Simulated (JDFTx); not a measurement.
# Pt (Fm-3m) in JDFTx: a series of runs

Runs on Pt. Level: LDA. Tasks: equation of state.

Program: JDFTx 1.7.0 (patched build). These are calculated values, not measurements. Logs are shortened: lines on timing, memory, paths and dates and some standing lists are left out, and cuts for length are marked. The log counts tension as positive stress, the text compression.

## Step 1: Starting point

The structure is cubic, space group Fm-3m (No. 225). The conventional cell has a = 3.922 Å, b = 3.922 Å, c = 3.922 Å, α = 90.00°, β = 90.00°, γ = 90.00°. Pt (site symmetry m-3m) is surrounded by 12 Pt at 2.77 Å.

## Step 2: Equation of state, LDA, 14.18 Å³/atom (volume scaled by 0.94)

Pt.in

```
lattice \
    0.0000000000     3.6299189780     3.6299189780 \
    3.6299189780     0.0000000000     3.6299189780 \
    3.6299189780     3.6299189780     0.0000000000
coords-type Cartesian
ion Pt     0.0000000000     0.0000000000     0.0000000000 1

ion-species pseudo/Pt.upf
elec-cutoff 38
elec-ex-corr lda-PW
kpoint-folding 12 12 12
elec-smearing Fermi 0.0018374661
elec-n-bands 15
electronic-SCF nIterations 100 energyDiffThreshold 1e-09
electronic-minimize nIterations 30 energyDiffThreshold 1e-7
forces-output-coords Cartesian

dump-name run.$VAR
dump End Ecomponents EigStats BandEigs Kpoints Forces Stress
```

Potentials or basis: PseudoDojo-SR-LDA-0.4.1-standard with smoothed tails.

Launch:

```console
$ jdftx -c 1 -i Pt.in -o Pt.out
```

Log:

```text
*************** JDFTx 1.7.0 (patched build) ***************

[... 9 lines left out ...]
---------- Initializing the Grid ----------
R =
[            0      3.62992      3.62992  ]
[      3.62992            0      3.62992  ]
[      3.62992      3.62992            0  ]
unit cell volume = 95.6579
G =
[  -0.865472   0.865472   0.865472  ]
[   0.865472  -0.865472   0.865472  ]
[   0.865472   0.865472  -0.865472  ]
Minimum fftbox size, Smin = [  32  32  32  ]
Chosen fftbox size, S = [  32  32  32  ]

---------- Exchange Correlation functional ----------
Initalized Slater LDA exchange.
Initalized Perdew-Wang LDA correlation.

---------- Setting up pseudopotentials ----------
Width of ionic core gaussian charges (only for fluid interactions / plotting) set to 0

Reading pseudopotential file 'pseudo/Pt.upf':
  'Pt' pseudopotential, 'SLA  PW   NOGX NOGC' functional
  Generated using ONCVPSP code by D. R. Hamann
  18 valence electrons, 4 orbitals, 8 projectors, 1001 radial grid points, with lMax = 3
    5S    l: 0   occupation:  2.0   eigenvalue: -3.755851
    5P    l: 1   occupation:  6.0   eigenvalue: -2.068476
    5D    l: 2   occupation:  9.0   eigenvalue: -0.234291
    6S    l: 0   occupation:  1.0   eigenvalue: -0.219088
  Core radius for overlap checks: 1.88 bohrs.

Initialized 1 species with 1 total atoms.

Folded 1 k-points by 12x12x12 to 1728 k-points.

---------- Setting up k-points, bands, fillings ----------
Reduced to 72 k-points under symmetry.
Computing the number of bands and number of electrons
Calculating initial fillings.
nElectrons:  18.000000   nBands: 15   nStates: 72

----- Setting up reduced wavefunction bases (one per k-point) -----
average nbasis = 1069.834 , ideal nbasis = 1070.262

---------- Setting up ewald sum ----------
Optimum gaussian width for ewald sums = 1.850543 bohr.
Real space sum over 2197 unit cells with max indices [  6  6  6  ]
Reciprocal space sum over 2197 terms with max indices [  6  6  6  ]

---------- Allocating electronic variables ----------
Initializing wave functions:  linear combination of atomic orbitals
Note: number of bands (15) exceeds available atomic orbitals (10)
Pt pseudo-atom occupations:   s ( 2 0 )  p ( 6 )  d ( 10 )
	FillingsUpdate:  mu: +0.836513525  nElectrons: 18.000000
LCAOMinimize: Iter:   0  F: -121.3662043344626937  |grad|_K:  4.351e-03  alpha:  1.000e+00
	FillingsUpdate:  mu: +0.928103580  nElectrons: 18.000000
LCAOMinimize: Iter:   1  F: -121.4519514473096393  |grad|_K:  3.457e-05  alpha:  5.460e-01  linmin: -6.254e-02  cgtest:  3.216e-01
LCAOMinimize: Encountered beta<0, resetting CG.
[... 4 lines of inner loops ...]
LCAOMinimize: Encountered beta<0, resetting CG.
	FillingsUpdate:  mu: +0.928375564  nElectrons: 18.000000
LCAOMinimize: Iter:   4  F: -121.4519602214009382  |grad|_K:  6.796e-08  alpha:  8.885e-01  linmin:  1.101e-02  cgtest: -3.274e-02
LCAOMinimize: Converged (|Delta F|<1.000000e-06 for 2 iters).

-------- Electronic minimization -----------
Will mix electronic density at each iteration.
	FillingsUpdate:  mu: +0.928375564  nElectrons: 18.000000
	FillingsUpdate:  mu: +0.927154788  nElectrons: 18.000000
SCF: Cycle:  0   F: -121.468455355704876   dF: -1.650e-02   |Residual|: 1.575e-02   |deigs|: 1.243e+00
	FillingsUpdate:  mu: +0.927463684  nElectrons: 18.000000
SCF: Cycle:  1   F: -121.468563380691080   dF: -1.080e-04   |Residual|: 8.057e-03   |deigs|: 6.088e-03
	FillingsUpdate:  mu: +0.927637339  nElectrons: 18.000000
SCF: Cycle:  2   F: -121.468568636420656   dF: -5.256e-06   |Residual|: 1.120e-03   |deigs|: 6.347e-04
	FillingsUpdate:  mu: +0.927380099  nElectrons: 18.000000
SCF: Cycle:  3   F: -121.468569351133027   dF: -7.147e-07   |Residual|: 5.999e-04   |deigs|: 3.751e-04
	FillingsUpdate:  mu: +0.927446709  nElectrons: 18.000000
SCF: Cycle:  4   F: -121.468569606736182   dF: -2.556e-07   |Residual|: 2.851e-04   |deigs|: 1.647e-04
	FillingsUpdate:  mu: +0.927519208  nElectrons: 18.000000
SCF: Cycle:  5   F: -121.468569673003799   dF: -6.627e-08   |Residual|: 7.315e-05   |deigs|: 1.376e-04
	FillingsUpdate:  mu: +0.927509636  nElectrons: 18.000000
SCF: Cycle:  6   F: -121.468569679599668   dF: -6.596e-09   |Residual|: 2.784e-05   |deigs|: 9.300e-05
	FillingsUpdate:  mu: +0.927506110  nElectrons: 18.000000
SCF: Cycle:  7   F: -121.468569680827230   dF: -1.228e-09   |Residual|: 7.949e-06   |deigs|: 5.942e-05
	FillingsUpdate:  mu: +0.927505140  nElectrons: 18.000000
SCF: Cycle:  8   F: -121.468569681102082   dF: -2.749e-10   |Residual|: 2.242e-06   |deigs|: 5.155e-05
	FillingsUpdate:  mu: +0.927505336  nElectrons: 18.000000
SCF: Cycle:  9   F: -121.468569681204215   dF: -1.021e-10   |Residual|: 1.221e-06   |deigs|: 5.017e-05
SCF: Converged (|Delta E|<1.000000e-09 for 2 iters).

Setting wave functions to eigenvectors of Hamiltonian

# Stress tensor in Cartesian coordinates [Eh/a0^3]:
[ -0.000420769            0            0  ]
[            0 -0.000420769            0  ]
[            0            0 -0.000420769  ]

# Ionic positions in cartesian coordinates:
ion Pt   0.000000000000000   0.000000000000000   0.000000000000000 1

# Forces in Cartesian coordinates:
force Pt   0.000000000000000  -0.000000000000000  -0.000000000000000 1

# Energy components:
   Eewald =     -102.3091232212119905
       EH =       18.0456555133466168
     Eloc =      -67.9697225870445862
      Enl =        7.8675297451048865
      Exc =      -23.7038515301123773
 Exc_core =        9.2182707703104043
       KE =       37.3832150937331775
-------------------------------------
     Etot =     -121.4680262158738628
       TS =        0.0005434653303569
-------------------------------------
        F =     -121.4685696812042153

IonicMinimize: Iter:   0  F: -121.468569681204215  |grad|_K:  0.000e+00
IonicMinimize: Converged (|grad|_K<1.000000e-04).

#--- Lowdin population analysis ---
# oxidation-state Pt +0.148

Dumping 'run.eigStats' ...
	eMin: -2.710865 at state 0 ( [ +0.000000 +0.000000 +0.000000 ] spin 0 )
	HOMO: +0.927405 at state 57 ( [ +0.083333 +0.333333 -0.416667 ] spin 0 )
	mu  : +0.927505
	LUMO: +0.927581 at state 60 ( [ +0.083333 +0.416667 +0.500000 ] spin 0 )
	eMax: +2.004766 at state 6 ( [ +0.000000 +0.000000 +0.500000 ] spin 0 )
	HOMO-LUMO gap: +0.000176
	Optical gap  : +0.001111 at state 39 ( [ +0.000000 +0.416667 +0.416667 ] spin 0 )
Done!
```

It took 16 s on 1 thread of Intel Xeon 6975P-C (Granite Rapids), shared host; peak memory 0.09 GiB.

Results:

```
Free energy            : -3305.3282 eV
Pressure               : 12.4 GPa
Band gap on the k mesh : none (metal or under the smearing width)
```

Caveat: the cutoff is short for these files and lowers the pressure by up to 1 GPa.

## Step 3: Equation of state, LDA, 14.48 Å³/atom (volume scaled by 0.96)

Edit Pt.in of step 2 so:

```diff
@@ -1,5 +1,5 @@
 lattice \
-    0.0000000000     3.6299189780     3.6299189780 \
-    3.6299189780     0.0000000000     3.6299189780 \
-    3.6299189780     3.6299189780     0.0000000000
+    0.0000000000     3.6554826299     3.6554826299 \
+    3.6554826299     0.0000000000     3.6554826299 \
+    3.6554826299     3.6554826299     0.0000000000
 coords-type Cartesian
```

Potentials or basis: PseudoDojo-SR-LDA-0.4.1-standard with smoothed tails.

Launch:

```console
$ jdftx -c 1 -i Pt.in -o Pt.out
```

It took 15 s on 1 thread of Intel Xeon 6975P-C (Granite Rapids), shared host; peak memory 0.1 GiB.

Results (log left out):

- Free energy: -3305.3458 eV
- Pressure: 4.9 GPa
- Band gap on the k mesh: none (metal or under the smearing width)

Caveat: the cutoff is short for these files and lowers the pressure by up to 1 GPa.

## Step 4: Equation of state, LDA, 14.78 Å³/atom (volume scaled by 0.98)

Edit Pt.in of step 3 so:

```diff
@@ -1,5 +1,5 @@
 lattice \
-    0.0000000000     3.6554826299     3.6554826299 \
-    3.6554826299     0.0000000000     3.6554826299 \
-    3.6554826299     3.6554826299     0.0000000000
+    0.0000000000     3.6806936517     3.6806936517 \
+    3.6806936517     0.0000000000     3.6806936517 \
+    3.6806936517     3.6806936517     0.0000000000
 coords-type Cartesian
```

Launch:

```console
$ jdftx -c 1 -i Pt.in -o Pt.out
```

It took 16 s on 1 thread of Intel Xeon 6975P-C (Granite Rapids), shared host; peak memory 0.1 GiB.

It converged, with:

```
Free energy            : -3305.3503 eV
Pressure               : -1.7 GPa
Band gap on the k mesh : none (metal or under the smearing width)
```

Caveat: the cutoff is short for these files and lowers the pressure by up to 1 GPa.

## Step 5: Equation of state, LDA, 15.08 Å³/atom

Edit Pt.in of step 4 so:

```diff
@@ -1,5 +1,5 @@
 lattice \
-    0.0000000000     3.6806936517     3.6806936517 \
-    3.6806936517     0.0000000000     3.6806936517 \
-    3.6806936517     3.6806936517     0.0000000000
+    0.0000000000     3.7055639578     3.7055639578 \
+    3.7055639578     0.0000000000     3.7055639578 \
+    3.7055639578     3.7055639578     0.0000000000
 coords-type Cartesian
```

Launch:

```console
$ jdftx -c 1 -i Pt.in -o Pt.out
```

It took 17 s on 1 thread of Intel Xeon 6975P-C (Granite Rapids), shared host; peak memory 0.1 GiB.

It converged, with:

```yaml
Free_energy: -3305.3431 eV
Pressure: -7.4 GPa
Band_gap_on_the_k_mesh: none (metal or under the smearing width)
```

Caveat: the cutoff is short for these files and lowers the pressure by up to 1 GPa.

## Step 6: Equation of state, LDA, 15.38 Å³/atom (volume scaled by 1.02)

Edit Pt.in of step 5 so:

```diff
@@ -1,5 +1,5 @@
 lattice \
-    0.0000000000     3.7055639578     3.7055639578 \
-    3.7055639578     0.0000000000     3.7055639578 \
-    3.7055639578     3.7055639578     0.0000000000
+    0.0000000000     3.7301048317     3.7301048317 \
+    3.7301048317     0.0000000000     3.7301048317 \
+    3.7301048317     3.7301048317     0.0000000000
 coords-type Cartesian
```

Potentials or basis: PseudoDojo-SR-LDA-0.4.1-standard with smoothed tails.

Launch:

```console
$ jdftx -c 1 -i Pt.in -o Pt.out
```

Run time: 17 s. Hardware: 1 thread of Intel Xeon 6975P-C (Granite Rapids), shared host; peak memory 0.1 GiB.

It converged, with:

* Free energy: -3305.3257 eV
* Pressure: -12.5 GPa
* Band gap on the k mesh: none (metal or under the smearing width)

Caveat: the cutoff is short for these files and lowers the pressure by up to 1 GPa.

## Step 7: Equation of state, LDA, 15.68 Å³/atom (volume scaled by 1.04)

Edit Pt.in of step 6 so:

```diff
@@ -1,5 +1,5 @@
 lattice \
-    0.0000000000     3.7301048317     3.7301048317 \
-    3.7301048317     0.0000000000     3.7301048317 \
-    3.7301048317     3.7301048317     0.0000000000
+    0.0000000000     3.7543269704     3.7543269704 \
+    3.7543269704     0.0000000000     3.7543269704 \
+    3.7543269704     3.7543269704     0.0000000000
 coords-type Cartesian
```

Launch:

```console
$ jdftx -c 1 -i Pt.in -o Pt.out
```

It took 17 s on 1 thread of Intel Xeon 6975P-C (Granite Rapids), shared host; peak memory 0.1 GiB.

It converged, with:

| Property | Result |
| --- | --- |
| Free energy | -3305.2993 eV |
| Pressure | -17.0 GPa |
| Band gap on the k mesh | none (metal or under the smearing width) |

Caveat: the cutoff is short for these files and lowers the pressure by up to 1 GPa.

## Step 8: Equation of state, LDA, 15.98 Å³/atom (volume scaled by 1.06)

Edit Pt.in of step 7 so:

```diff
@@ -1,5 +1,5 @@
 lattice \
-    0.0000000000     3.7543269704     3.7543269704 \
-    3.7543269704     0.0000000000     3.7543269704 \
-    3.7543269704     3.7543269704     0.0000000000
+    0.0000000000     3.7782405257     3.7782405257 \
+    3.7782405257     0.0000000000     3.7782405257 \
+    3.7782405257     3.7782405257     0.0000000000
 coords-type Cartesian
```

Launch:

```console
$ jdftx -c 1 -i Pt.in -o Pt.out
```

Wall time 18 s (1 thread of Intel Xeon 6975P-C (Granite Rapids), shared host); peak memory 0.1 GiB.

The run converged. Its results:

```yaml
Free_energy: -3305.2650 eV
Pressure: -20.9 GPa
Band_gap_on_the_k_mesh: none (metal or under the smearing width)
```

Caveat: the cutoff is short for these files and lowers the pressure by up to 1 GPa.

## Step 9: Equation of state, LDA

Potentials or basis: PseudoDojo-SR-LDA-0.4.1-standard with smoothed tails.

This step only gathers the single runs of the series.

Results:

```
Equilibrium volume                      : 14.74 Å³/atom
Bulk modulus                            : 307 GPa
Pressure derivative of the bulk modulus : 5.3
```

Energy against volume, from the lowest point:
```
volume (Å³/atom)  energy (meV/atom)
          14.175              22.15
          14.477               4.47
          14.778               0.00
          15.080               7.20
          15.381              24.63
          15.683              51.04
          15.985              85.33
```

Spin-orbit coupling is left out, which matters for the levels of Pt. Zero-point motion and thermal expansion aren't in these numbers.
